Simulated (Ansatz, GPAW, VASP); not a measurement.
## Mo: 4 runs at one level of theory

```
Mo
1.0
    -1.58381    1.58381    1.58381
     1.58381   -1.58381    1.58381
     1.58381    1.58381   -1.58381
Mo
1
Direct
  0.00000 0.00000 0.00000
```

Alike in all runs: task single point; functional LDA; k mesh 12 × 12 × 12; occupations gaussian, width 0.02 eV; no spin polarisation; no spin-orbit coupling. LDA stands for any of its common fits. Pressure is positive in compression and, in plane waves, holds the error of the finite cutoff.

```csv
program and potentials,plane-wave cutoff (eV),notes,band gap (eV),pressure (GPa)
"GPAW, the program's PAW data sets (release 1.2.1) made for this functional",600,14 valence electrons an atom on average,no gap,-15.09
"VASP, LDA PAW files Mo_pv, 520 eV",520,12 valence electrons an atom on average,no gap,-13.99
"VASP, LDA PAW files Mo_sv, release 54, 520 eV",520,14 valence electrons an atom on average,no gap,-13.15
"Ansatz, all-electron LAPW, scalar-relativistic",-,-,no gap,-14.20
```

None finds a gap. The pressure spans -15.09 (GPAW, the program's PAW data sets (release 1.2.1) made for this functional) to -13.15 GPa (VASP, LDA PAW files Mo_sv, release 54, 520 eV), with all-electron results at -14.20. The cell lies far from this level's equilibrium.

Differences between rows come from potentials, basis sets and numerical settings, since the functional is the same but for its coding. Runs on potential files found faulty are left out.
